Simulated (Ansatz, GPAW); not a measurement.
# Ballistic transport through benzoquinonedithiol between two Al chains, from relaxation to T(E), part 4 of 4

Wanted: T(E) of benzoquinonedithiol between two Al chains at a relaxed geometry in two programs, beside the unrelaxed structure.

GPAW 26.7.0 and Ansatz 0.2.0; Ansatz plane waves; relaxation of the junction with the lead ends held; PAW set soft_1 (the session's first sound run).

So far, open channels of the lead at the Fermi level (one spin): 2 in steps 3, 4 and 6.

### Step 8. Without the relaxation: geometry = "as built"

Level of this step: GPAW LCAO, PAW setups; Landauer transmission from Green's functions with principal layers (ASE), zero bias (GPAW).

The dzp basis with PBE on the structure as first built shows what the relaxation was worth.

Input file run.py:

```python
import json
import numpy as np
from ase import Atoms
from ase.transport.calculators import TransportCalculator
from gpaw import GPAW, FermiDirac
from gpaw.lcao.tools import get_lcao_hamiltonian
from scipy.linalg import eigh

# The junction with lead layers at both ends, along the third cell vector
device = Atoms(
    ['Al', 'Al', 'Al', 'Al', 'Al', 'Al', 'Al', 'S', 'H', 'C', 'C', 'O', 'C', 'C', 'O', 'C', 'C', 'H', 'S', 'Al', 'Al', 'Al', 'Al', 'Al', 'Al', 'Al'],
    positions=[
        [5.91368, 4.50000, 1.20000],
        [5.91368, 4.50000, 3.60000],
        [5.91368, 4.50000, 6.00000],
        [5.91368, 4.50000, 8.40000],
        [5.91368, 4.50000, 10.80000],
        [5.91368, 4.50000, 13.20000],
        [5.91368, 4.50000, 15.60000],
        [4.52189, 4.49999, 17.30379],
        [7.31673, 4.49999, 18.07495],
        [5.32717, 4.49999, 18.83802],
        [6.65973, 4.49999, 18.93750],
        [3.25000, 4.49999, 20.04555],
        [4.47532, 4.49999, 20.06332],
        [7.35205, 4.49999, 20.24242],
        [8.57736, 4.49999, 20.26020],
        [5.16764, 4.49999, 21.36824],
        [6.50020, 4.50000, 21.46772],
        [4.51064, 4.50000, 22.23079],
        [7.30548, 4.50000, 23.00195],
        [5.91368, 4.50000, 24.70574],
        [5.91368, 4.50000, 27.10574],
        [5.91368, 4.50000, 29.50574],
        [5.91368, 4.50000, 31.90574],
        [5.91368, 4.50000, 34.30574],
        [5.91368, 4.50000, 36.70574],
        [5.91368, 4.50000, 39.10574]],
    cell=[[11.82736, 0.0, 0.0], [0.0, 9.0, 0.0], [0.0, 0.0, 40.30574]],
    pbc=True)

# One principal layer of the lead: the first 4 atoms of the device
lead = Atoms(
    ['Al', 'Al', 'Al', 'Al'],
    positions=[
        [5.91368, 4.50000, 1.20000],
        [5.91368, 4.50000, 3.60000],
        [5.91368, 4.50000, 6.00000],
        [5.91368, 4.50000, 8.40000]],
    cell=[[11.82736, 0.0, 0.0], [0.0, 9.0, 0.0], [0.0, 0.0, 9.6]],
    pbc=True)

settings = dict(mode='lcao', basis='dzp', xc='PBE', h=0.18,
                occupations=FermiDirac(0.1), maxiter=250,
                mixer=dict(beta=0.1, nmaxold=8, weight=100.0),
                convergence=dict(density=0.0001))
energies = np.arange(-2, 2 + 1e-9, 0.025)
eta = 0.0001
n1, n2 = 1, 1
# k and -k transmit alike, so half of the mesh across the current serves
mesh = [(i, j) for i in range(n1) for j in range(n2) if (i, j) <= (-i % n1, -j % n2)]
weights = np.array([1 if (i, j) == (-i % n1, -j % n2) else 2 for i, j in mesh]) / (n1 * n2)

# [... helper functions left out ...]
fermi_lead = ground_state(lead, (1, 1, 12), 'lead.txt')
fermi_device = ground_state(device, (1, 1, 2), 'device.txt')
# [... loop over the mesh left out, but for ...]
        # Shift the lead onto the potential of the device's first layer
        shift = ((H[:, 0, 0] - H0[:, 0, 0]) / S0[0, 0]).real.mean()
# [...]
kT = 8.617333e-5 * 300
bias = [0.1, 0.2, 0.5, 1.0, 1.5, 2.0]
# [... integrals and printing left out ...]
```

The run is started by

```sh
OMP_NUM_THREADS=1 OPENBLAS_NUM_THREADS=1 python run.py
```

Numbers of over 12 decimals in the logs are rounded to 6 here.

The program printed:

```text
basis functions: device 322, principal layer 52
Fermi level: lead -3.3786 eV, device -3.3394 eV; lead shifted by -0.0037 eV
largest coupling past the next layer 1.40e-15 eV, largest misfit of the first layer 0.023 eV
  E-E_F (eV)   T (one spin)  channels
    -2.000    6.1362e-04    1.0000
    -1.975    6.8847e-04    1.0000
    -1.950    7.7111e-04    1.0000
[...]
1.975    1.9249e-01    3.0000
     2.000    1.9843e-01    3.0000
conductance at 300 K: 0.047007 G0 a cell; thermopower -77.47 uV/K
current from the zero-bias T(E) at 0.1 V: 0.37883 uA
current from the zero-bias T(E) at 0.2 V: 0.84967 uA
current from the zero-bias T(E) at 0.5 V: 4.2108 uA
current from the zero-bias T(E) at 1.0 V: 19.013 uA
current from the zero-bias T(E) at 1.5 V: 25.665 uA
current from the zero-bias T(E) at 2.0 V: 28.942 uA
```

Run time: 4.3 min. Hardware: 1 thread of Arm Neoverse V1, shared host; peak memory 2.2 GiB.

Numbers from this step:

```
conductance                                    : 0.04701 G₀
thermopower                                    : -77.47 μV/K
largest coupling past the next principal layer : 1.40e-15 eV
largest misfit of the first principal layer    : 0.02299 eV
shift that aligns the lead                     : -0.003670 eV
transmission at the Fermi level (one spin)     : 0.04225
```

One spin. The transmission, zone mean by energy, zero at the Fermi level:

```
energy (eV)  transmission, zone mean
     -2.000                   6.1e-4
     -1.900                   9.7e-4
     -1.800                  0.00170
     -1.700                  0.00535
     -1.625                    0.818
     -1.600                   0.0165
     -1.500                   1.7e-4
     -1.400                  1.9e-10
     -1.300                  2.1e-10
     -1.200                        0
     -1.100                        0
     -1.000                        0
     -0.900                        0
     -0.800                        0
     -0.700                        0
     -0.600                        0
     -0.500                        0
     -0.400                   1.1e-5
     -0.300                  0.00122
     -0.200                  0.00445
     -0.100                   0.0143
      0.000                   0.0423
      0.100                    0.114
      0.200                    0.301
      0.300                    0.764
      0.375                    0.997
      0.400                    0.946
      0.500                    0.559
      0.600                    0.338
      0.700                    0.240
      0.800                    0.190
      0.900                    0.158
      1.000                    0.136
      1.100                    0.127
      1.200                    0.123
      1.300                    0.122
      1.400                    0.125
      1.500                    0.129
      1.600                    0.137
      1.700                    0.147
      1.800                    0.160
      1.900                    0.177
      2.000                    0.198
```

The conductance, 0.0470 G₀, lies a factor of 8.0 above that of the dzp run.

### Step 9. Cost and result by level

Times are wall times on the hardware named with each run. The runs compared:

```
no.      run  conductance (G₀)     time  memory (GiB)
  1   pw PBE          0.007017  3.8 min           4.2
  2      dzp          0.005869  7.4 min           2.2
  3      szp           0.01285  6.3 min           2.2
  4       sz           0.02003  4.5 min           2.0
  5  dzp LDA          0.008380  6.1 min           2.2
  6  asbuilt           0.04701  4.3 min           2.2
```

### Step 10. Comparison

The curves are compared point by point over the common energies.

This step: comparison of transmission and cost over codes, levels and geometry; PAW set soft_1 (GPAW 26.7.0).

Ladder, by row:

```
   step    code  T at the Fermi level (sum over the listed spins)  conductance (G0)  r.m.s. T(E) from the first  wall time (s)  peak memory (GiB)  threads
 pw-pbe  Ansatz                                          0.005986          0.007017                           0          229.7              4.201        4
    dzp    GPAW                                          0.005178          0.005869                     0.09615          445.3                2.2        1
    szp    GPAW                                           0.01074           0.01285                        0.12          379.9               2.16        1
     sz    GPAW                                           0.01669           0.02003                      0.2003          267.5               1.97        1
dzp-LDA    GPAW                                          0.007294           0.00838                     0.08138          367.9                2.2        1
asbuilt    GPAW                                           0.04225           0.04701                       0.189          257.9                2.2        1
```

Table of transmission, zone mean, sum over the listed spins by energy, zero at the Fermi level:

```
energy (eV)   pw-pbe      dzp      szp       sz  dzp-LDA  asbuilt
     -2.000  0.00105  0.00170  0.00550   0.0122  0.00140   6.1e-4
     -1.800   0.0238   0.0287   0.0893    0.425   0.0229  0.00170
     -1.750   0.0596   0.0664    0.202    0.519   0.0537  0.00260
     -1.650    0.806    0.353    0.912   2.4e-8    0.296   0.0344
     -1.625    0.677    0.515    0.981   2.4e-9    0.434    0.818
     -1.600    0.891    0.716    0.743  4.7e-10    0.612   0.0165
     -1.575    0.999    0.896    0.426  1.3e-10    0.811  0.00330
     -1.550    0.868    0.965    0.217  4.5e-11    0.964  0.00106
     -1.400   0.0384   0.0173   3.1e-5  1.4e-14   0.0500  1.9e-10
     -1.200        0  5.3e-11  8.1e-12  8.2e-13  1.0e-10  2.7e-13
     -1.000        0  1.5e-12  7.8e-13  1.5e-13  2.2e-12  3.0e-14
     -0.800        0  1.3e-12  1.1e-12  4.7e-13  1.7e-12  1.3e-14
     -0.600        0   1.1e-8   3.1e-7   6.7e-9   3.5e-9  1.0e-14
     -0.400        0  9.4e-12  4.0e-13  2.4e-11  1.1e-11   1.1e-5
     -0.200   4.8e-4   4.6e-4   5.8e-4  0.00102   5.9e-4  0.00445
      0.000  0.00599  0.00518   0.0107   0.0167  0.00729   0.0423
      0.200   0.0787   0.0492    0.175    0.281   0.0797    0.301
      0.300    0.565    0.243    0.972    0.980    0.452    0.764
      0.350    0.997    0.626    0.754    0.629    0.944    0.981
      0.400    0.600    0.995    0.439    0.383    0.822    0.946
      0.600    0.134    0.213    0.158    0.159    0.185    0.338
      0.800   0.0772    0.104    0.101    0.111   0.0981    0.190
      1.000   0.0509   0.0618   0.0732   0.0815   0.0632    0.136
      1.200   0.0414   0.0474   0.0620   0.0658   0.0503    0.123
      1.400   0.0404   0.0438   0.0616   0.0602   0.0478    0.125
      1.600   0.0461   0.0475   0.0711   0.0622   0.0531    0.137
      1.800   0.0615   0.0598   0.0970   0.0742   0.0682    0.160
      2.000   0.0975   0.0881    0.162    0.106    0.103    0.198
```

### Step 11. Other settings

One more run, with changed settings.

This step: GPAW LCAO, PAW setups; Landauer transmission from Green's functions with principal layers (ASE), zero bias (GPAW 26.7.0).

run.py, as its differences from that of step 8:

```diff
@@ -17,18 +17,18 @@
         [5.91368, 4.50000, 10.80000],
-        [5.91368, 4.50000, 13.20000],
-        [5.91368, 4.50000, 15.60000],
-        [4.52189, 4.49999, 17.30379],
-        [7.31673, 4.49999, 18.07495],
-        [5.32717, 4.49999, 18.83802],
-        [6.65973, 4.49999, 18.93750],
-        [3.25000, 4.49999, 20.04555],
-        [4.47532, 4.49999, 20.06332],
-        [7.35205, 4.49999, 20.24242],
-        [8.57736, 4.49999, 20.26020],
-        [5.16764, 4.49999, 21.36824],
-        [6.50020, 4.50000, 21.46772],
-        [4.51064, 4.50000, 22.23079],
-        [7.30548, 4.50000, 23.00195],
-        [5.91368, 4.50000, 24.70574],
-        [5.91368, 4.50000, 27.10574],
+        [4.93261, 3.90140, 13.14518],
+        [5.92154, 4.51728, 15.55500],
+        [4.63754, 3.82564, 17.27066],
+        [7.49443, 3.85534, 18.30312],
+        [5.43287, 4.20594, 18.80397],
+        [6.76479, 4.13949, 19.06277],
+        [3.26692, 4.60361, 19.74109],
+        [4.48330, 4.55595, 19.92028],
+        [7.34304, 4.42235, 20.38565],
+        [8.55952, 4.37632, 20.56463],
+        [5.06127, 4.83446, 21.24432],
+        [6.39318, 4.76790, 21.50321],
+        [4.33123, 5.11709, 22.00430],
+        [7.19055, 5.14529, 23.03596],
+        [5.90160, 4.47349, 24.75536],
+        [6.89956, 5.08380, 27.16040],
         [5.91368, 4.50000, 29.50574],
@@ -49,3 +49,3 @@
         [5.91368, 4.50000, 8.40000]],
-    cell=[[11.82736, 0.0, 0.0], [0.0, 9.0, 0.0], [0.0, 0.0, 9.6]],
+    cell=[[11.82736, 0.0, 0.0], [0.0, 9.0, 0.0], [0.0, 0.0, 11.04]],
     pbc=True)
@@ -53,3 +53,3 @@
 settings = dict(mode='lcao', basis='dzp', xc='PBE', h=0.18,
-                occupations=FermiDirac(0.1), maxiter=250,
+                occupations=FermiDirac(0.1), maxiter=75,
                 mixer=dict(beta=0.1, nmaxold=8, weight=100.0),
```

The program printed:

```text
basis functions: device 322, principal layer 52
Fermi level: lead -3.2769 eV, device -3.2990 eV; lead shifted by -0.3443 eV
largest coupling past the next layer 1.11e-15 eV, largest misfit of the first layer 1.720 eV
  E-E_F (eV)   T (one spin)  [channel counts left out]
    -2.000    1.4684e-04
    -1.975    2.8382e-04
    -1.950    1.8457e-03
    -1.925    1.7349e-03
    -1.900    5.1178e-03
    -1.875    2.0172e-02
    -1.850    1.1632e-01
    -1.825    6.0189e-01
    -1.800    7.2105e-01
    -1.775    2.6247e-01
    -1.750    7.5270e-02
    -1.725    3.0294e-02
    -1.700    1.6487e-02
    -1.675    1.1344e-02
    -1.650    9.5682e-03
    -1.625    9.9569e-03
[...]
1.825    2.1257e-03
     1.850    1.0146e-03
     1.875    1.5942e-08
     1.900    2.8815e-09
     1.925    1.6892e-09
     1.950    1.4264e-09
     1.975    1.5468e-09
     2.000    2.1574e-09
conductance at 300 K: 0.0075077 G0 a cell; thermopower -244.9 uV/K
current from the zero-bias T(E) at 0.1 V: 0.077556 uA
current from the zero-bias T(E) at 0.2 V: 0.22418 uA
current from the zero-bias T(E) at 0.5 V: 1.0923 uA
current from the zero-bias T(E) at 1.0 V: 1.3118 uA
current from the zero-bias T(E) at 1.5 V: 1.966 uA
current from the zero-bias T(E) at 2.0 V: 1.9888 uA
```

Wall time 4.1 min (1 thread); peak memory 2.2 GiB.

The run finished. A setting was moved off its sound value on purpose, so it serves as a test and not as the result.

The fault put into the input: a lead period that doesn't match its atoms (period = 11.04).

The two runs compared:

```
                                           quantity   this run  sound run  difference
                                   conductance (G₀)  0.0075077  0.0058689     0.00164
largest coupling past the next principal layer (eV)  1.110e-15  1.404e-15    -2.9e-16
   largest misfit of the first principal layer (eV)     1.7205   0.059752        1.66
                    shift that aligns the lead (eV)   -0.34429   0.017042      -0.361
         transmission at the Fermi level (one spin)   1.315e-7  0.0051784    -0.00518
```

One result that differs is the transmission at the Fermi level (one spin), 1.3e-7 against 0.00518.

### Step 12. Results

```json
{"conductance": "0.00587 G₀", "transmission at the Fermi level, mean of the spins": "0.00518", "thermopower": "-84.5 μV/K", "open channels of the lead there": "2"}
```

In the dzp basis the junction conducts 0.00587 G₀ at 300 K, with T = 0.00518 a spin at the Fermi level; no smaller basis tried comes within 10 % of that conductance. Relaxation moved atoms by up to 1.2 Å and took the conductance from 0.0470 to 0.00587 G₀, as a ratio a larger change than the step from dzp to the minimal basis. The conductance differs from T at the Fermi level because it averages T(E) over the thermal window, about 0.09 eV wide, in which T changes. Plane waves (PBE) give T = 0.00599 there. The junction is in the tunnelling regime at the Fermi level. The negative thermopower says that the thermally weighted transmission is larger above the Fermi level, as for electron-like transport. Measured against the first run (pw-pbe), the nearest curve is that of dzp-LDA (r.m.s. 0.081) and the farthest that of sz (0.20). Over the compared runs wall time goes from 230 s (pw-pbe) to 445 s (dzp), on a shared host; the plane-wave run used 4 threads and the orbital runs 1. The leads kept an estimated spacing and the cell its length, so the junction may be under some tension or compression. Semilocal functionals put molecular levels too near the Fermi level, so such conductances usually come out too high, and chain electrodes have a sharper density of states than real ones. Energies count from the junction cell's Fermi level; in the run with T = 0.00518 there, the aligned lead's own level lies at 0.017 eV, where T interpolates to 0.00620; the finite cell leaves the answer open by at least that much. An evenly spaced straight chain is an idealisation: free chains tend to dimerise, zigzag or, where a band edge lies near the Fermi level, turn magnetic. The currents use the zero-bias T(E) throughout, which holds only while the bias is small against the distance to the nearest feature.

[Logs are printed without paths, hosts, clocks, repeated set-up lines and the standing remarks that a program may print on its own settings, such as how far it seeks lower states.]

[Hosts, paths, dates, database ids (printed as entryN), source tags and the programs' standing remarks are cut or masked in the printed files.]
